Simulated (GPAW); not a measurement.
Crystal: Al.

```
Al
1.0
     0.00000    2.02481    2.02481
     2.02481    0.00000    2.02481
     2.02481    2.02481    0.00000
Al
1
Cartesian
  0.0000 0.0000 0.0000
```

- Program: GPAW 26.7.0
- Task: relaxation of cell and atoms
- Functional: revPBE
- Dispersion: D3(BJ)
- Potentials or basis: the program's PAW data sets (release 1.2.1) made for this functional
- Cutoff: 600 eV
- Basis: pw
- k mesh: 11 × 11 × 11
- Occupations: fermi-dirac, width 0.05 eV
- Spin: no spin polarisation

At the start: pressure -5.6 GPa; volume 16.60 Å³/atom.

How do energy, volume and symmetry change on relaxing?

Over 4 steps the energy falls by 20.6 meV/atom and the volume is 15.49 Å³/atom (-6.7 %); space group Fm-3m (No. 225, to 0.05 Å).

Step by step:
| step | energy change (eV) | largest force (eV/Å) | pressure (GPa) | volume (Å³) |
| --- | --- | --- | --- | --- |
| 1 | 0.0000 | 0.0000 | -5.56 | 16.60 |
| 2 | -0.0119 | 0.0000 | -3.78 | 16.20 |
| 3 | -0.0205 | 0.0000 | 0.36 | 15.43 |
| 4 | -0.0206 | 0.0000 | -0.02 | 15.49 |

Final structure:
```
Al
1.0
     0.00000    1.97853    1.97853
     1.97853    0.00000    1.97853
     1.97853    1.97853    0.00000
Al
1
Direct
  0.00000 0.00000 0.00000
```

The cell as given is a measured one (16.60 Å³/atom); revPBE+D3(BJ) puts the equilibrium volume -6.7 % from it, thermal expansion not counted.

Caveat: later steps reuse the first step's grids; pairwise dispersion overbinds metals, which lowers pressure and volume.
